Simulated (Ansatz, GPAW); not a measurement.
KCl: PBE in single-zeta orbitals, run from Python

These are simulated results from GPAW 26.7.0, not measurements. The cell was built from a prototype and was relaxed with r2SCAN in plane waves (Ansatz 0.2.0). Not every such cell is a known phase. All runs are without spin polarisation.

Space group P6_3/mmc (No. 194), hexagonal; conventional cell a = 5.344 Å, c = 6.239 Å, 38.57 Å³ an atom. K is surrounded by 5 Cl at 3.09–3.12 Å; Cl is surrounded by 5 K at 3.09–3.12 Å.

The basis is minimal: single zeta, one radial function for each shell that the log's basis lists. It describes the filled bands fairly and the empty ones poorly.

The script, run.py:

```python
import json
from ase import Atoms
from gpaw import GPAW, PW, FermiDirac

atoms = Atoms(['K', 'K', 'Cl', 'Cl'],
              cell=[[5.343672, -0.0, 0.0], [-2.671836, 4.627756, 0.0], [0.0, 0.0, 6.239053]],
              scaled_positions=[[0.333333, 0.666667, 0.25], [0.666667, 0.333333, 0.75], [0.666667, 0.333333, 0.25], [0.333333, 0.666667, 0.75]],
              pbc=True)
calc = GPAW(mode='lcao', basis='sz(dzp)', h=0.2, xc='PBE', kpts={'size': (6, 6, 4), 'gamma': True},
            occupations=FermiDirac(0.02), maxiter=100, legacy_gpaw=True, txt='gpaw.txt')
atoms.calc = calc
res = {'energy': atoms.get_potential_energy(force_consistent=True)}
res['electrons'] = calc.get_number_of_electrons()
res['k'] = calc.get_ibz_k_points().tolist()
res['levels'] = [calc.get_eigenvalues(kpt=i).tolist() for i in range(len(res['k']))]
points = [[0.0, 0.0, 0.0], [0.5, 0.0, 0.0], [0.333333, 0.333333, 0.0], [0.0, 0.0, 0.5], [0.5, 0.0, 0.5], [0.333333, 0.333333, 0.5]]
bands = calc.fixed_density(kpts=points, symmetry='off', txt='bands.txt')
res['points'] = [bands.get_eigenvalues(kpt=i).tolist() for i in range(len(points))]
json.dump(res, open('results.json', 'w'))
print('free energy (eV):', round(res['energy'], 5))
```

Command: `python run.py`. It took 2.7 min on 1 thread of Arm Neoverse V1 (shared host), peak memory 0.21 GiB.

The log gpaw.txt, trimmed of paths, versions and times, then the last line on the terminal. An iter line gives the energy in eV and the logarithms of the changes of orbitals (plane waves alone) and density (c: converged):

```
___ ___ ___ _ _ _
 |   |   |_  | | | |

 | | | | | . | | | |

 |__ |  _|___|_____|  26.7.0
 |___|_|

Input parameters:
  basis: sz(dzp)
  h: 0.2
  kpts: {gamma: True,
         size: (6, 6, 4)}
  maxiter: 100
  mode: lcao
  occupations: {fixmagmom: False,
                name: fermi-dirac,
                width: 0.02}
  xc: PBE

System changes: positions, numbers, cell, pbc, initial_charges, initial_magmoms

Initialize ...

species:
  K:
    name:    Potassium
    Z:       19.0
    valence: 9
    core:    10
    charge:  0.0  # [|e|]
    compensation charges:
      type: gauss
      rc: 0.35  # [Å]
      lmax: 2
    cutoffs:
      filter: 1.91  # [Å]
      core: 1.27  # [Å]
    projectors
    | kind |    occ | energy [eV] | rcut [Å] |

    |------|--------|-------------|----------|

    |   3s |  2.000 |     -35.338 |    1.122 |

    |   4s |  1.000 |      -2.319 |    1.122 |

    |   3p |  6.000 |     -18.813 |    1.106 |

    |    p |        |       8.398 |    1.106 |

    |    d |        |       0.000 |    0.937 |

    LCAO basis set for K:
      Name: sz(dzp)
      Number of radial functions: 4
      Number of spherical harmonics: 8
        l=0, rc=4.2656 Bohr: 3s-sz confined orbital
        l=0, rc=13.1094 Bohr: 4s-sz confined orbital
        l=1, rc=5.0312 Bohr: 3p-sz confined orbital
        l=1, rc=16.0000 Bohr: 4p-sz confined orbital
      Number of RI-basis functions 0

  Cl:
    name:    Chlorine
    Z:       17.0
    valence: 7
    core:    10
    charge:  0.0  # [|e|]
    compensation charges:
      type: gauss
      rc: 0.25  # [Å]
      lmax: 2
    cutoffs:
      filter: 1.40  # [Å]
      core: 1.49  # [Å]
    projectors
    | kind |    occ | energy [eV] | rcut [Å] |

    |------|--------|-------------|----------|

    |   3s |  2.000 |     -20.689 |    0.794 |

    |   3p |  5.000 |      -8.594 |    0.794 |

    |    s |        |       6.523 |    0.794 |

    |    p |        |      18.617 |    0.794 |

    |    d |        |       0.000 |    0.794 |

    LCAO basis set for Cl:
      Name: sz(dzp)
      Number of radial functions: 2
      Number of spherical harmonics: 4
        l=0, rc=5.1719 Bohr: 3s-sz confined orbital
        l=1, rc=6.2656 Bohr: 3p-sz confined orbital
      Number of RI-basis functions 0

Reference energy: -57874.405228  # eV

Spin-paired calculation

Convergence criteria:
 Maximum [total energy] change in last 3 cyles: 0.0005 eV / valence electron
 Maximum integral of absolute [dens]ity change: 0.0001 electrons / valence electron
 Maximum integral of absolute [eigenst]ate change: 4e-08 eV^2 / valence electron
 Maximum number of scf [iter]ations: 100
 (Square brackets indicate name in SCF output, whereas a 'c' in
 the SCF output indicates the quantity has converged.)

Symmetries present (total): 2

  ( 1  0  0)  (-1  0  0)
  ( 0  1  0)  ( 0 -1  0)
  ( 0  0  1)  ( 0  0 -1)

144 k-points: 6 x 6 x 4 Monkhorst-Pack grid + [1/12,1/12,1/8]
76 k-points in the irreducible part of the Brillouin zone
       k-points in crystal coordinates                weights
   0:     0.00000000    0.00000000    0.00000000          1/144
   1:     0.00000000    0.00000000    0.25000000          2/144
   2:     0.00000000    0.00000000    0.50000000          1/144
   3:     0.00000000    0.16666667   -0.25000000          2/144
   4:     0.00000000    0.16666667    0.00000000          2/144
   5:     0.00000000    0.16666667    0.25000000          2/144
   6:     0.00000000    0.16666667    0.50000000          2/144
   7:     0.00000000    0.33333333   -0.25000000          2/144
   8:     0.00000000    0.33333333    0.00000000          2/144
   9:     0.00000000    0.33333333    0.25000000          2/144
          ...
  75:     0.50000000    0.50000000    0.50000000          1/144

Wave functions: LCAO
  Diagonalizer: Serial LAPACK
  Atomic Correction: dense with blas
  Data-type: complex

Occupation numbers: Fermi-Dirac:
  width: 0.0200  # eV

Eigensolver
   LCAO using direct dense diagonalizer

Densities:
  Coarse grid: 24*24*32 grid
  Fine grid: 48*48*64 grid
  Total Charge: 0.000000

Density mixing:
  Method: separate
  Backend: msr1
  Linear mixing parameter: 0.05
  old densities: 10
  Width of damping distribution: 1.1
  Damping of long wavelength oscillations: 20

Hamiltonian:
  XC and Coulomb potentials evaluated on a 48*48*64 grid
  Using the PBE Exchange-Correlation functional
  Interpolation: tri-quintic (5. degree polynomial)
  Poisson solver: FastPoissonSolver using
    Stencil: 8*3+1=25 point O(h^6) finite-difference Laplacian
    FFT axes: [np.int64(0), np.int64(1), np.int64(2)]
    FST axes: []

XC parameters: PBE with 2 nearest neighbor stencil

Memory estimate:
  Process memory now: 123.43 MiB
  Calculator: 37.79 MiB
    Density: 14.92 MiB
      Arrays: 3.66 MiB
      Localized functions: 8.45 MiB
      Mixer: 2.81 MiB
    Hamiltonian: 2.98 MiB
      Arrays: 2.39 MiB
      XC: 0.00 MiB
      Poisson: 0.00 MiB
      vbar: 0.59 MiB
    Wavefunctions: 19.89 MiB
      C [qnM]: 0.50 MiB
      S, T [2 x qmm]: 1.34 MiB
      P [aqMi]: 0.09 MiB
      BasisFunctions: 17.96 MiB
      Eigensolver: 0.00 MiB

Total number of cores used: 1

Number of atoms: 4
Number of atomic orbitals: 24
Number of bands in calculation: 18
Number of valence electrons: 32
Bands to converge: occupied
Positions:
   0 K     -0.000003    3.085172    1.559763    ( 0.0000,  0.0000,  0.0000)
   1 K      2.671839    1.542584    4.679290    ( 0.0000,  0.0000,  0.0000)
   2 Cl     2.671839    1.542584    1.559763    ( 0.0000,  0.0000,  0.0000)
   3 Cl    -0.000003    3.085172    4.679290    ( 0.0000,  0.0000,  0.0000)

Unit cell:
           periodic     x           y           z      points  spacing
  1. axis:    yes    5.343672   -0.000000    0.000000    24     0.1928
  2. axis:    yes   -2.671836    4.627756    0.000000    24     0.1928
  3. axis:    yes    0.000000    0.000000    6.239053    32     0.1950

  Lengths:   5.343672   5.343672   6.239053
  Angles:   90.000000  90.000000 119.999998

Effective grid spacing dv^(1/3) = 0.2030

iter:   1   -12.043652        c
iter:   2   -11.954741        c -1.29
iter:   3   -11.547581        c -1.33
iter:   4   -11.550225        c -2.01
iter:   5   -11.552720c       c -2.22
iter:   6   -11.552687c       c -3.46
iter:   7   -11.552681c       c -3.91
iter:   8   -11.552681c       c -4.90c

Converged after 8 iterations.

Energy contributions relative to reference atoms: (reference = -57874.405228)

Kinetic:        +34.986324
Potential:      -31.090695
External:        +0.000000
XC:             -15.881029
Entropy (-ST):   -0.000000
Local:           +0.432719
SIC:             +0.000000
--------------------------
Free energy:    -11.552681
Extrapolated:   -11.552681

Showing only first 2 kpts
 Kpt  Band  Eigenvalues  Occupancy
  0    14     -0.91846    2.00000
  0    15     -0.81978    2.00000
  0    16      3.43671    0.00000
  0    17      7.09858    0.00000

  1    14     -0.92465    2.00000
  1    15     -0.92359    2.00000
  1    16      3.89060    0.00000
  1    17      6.15808    0.00000

Fermi level: 0.41539

Gap: 4.256 eV
Transition (v -> c):
  (s=0, k=0, n=15, [0.00, 0.00, 0.00]) -> (s=0, k=0, n=16, [0.00, 0.00, 0.00])
No difference between direct/indirect transitions

free energy (eV): -11.55268
```

The gap in the log is over the mesh alone; results.json adds the listed points. PBE in single-zeta orbitals gives a gap of 4.26 eV. On the same cell, plane-wave PBE (Ansatz, 6×6×4 k points and the special points) gives a gap of 4.77 eV and r2SCAN a gap of 5.35 eV; on shared hosts these took about 5 and 11 core-seconds on the 4-atom cell, against 160 for the script. Semilocal gaps usually lie below measured ones.
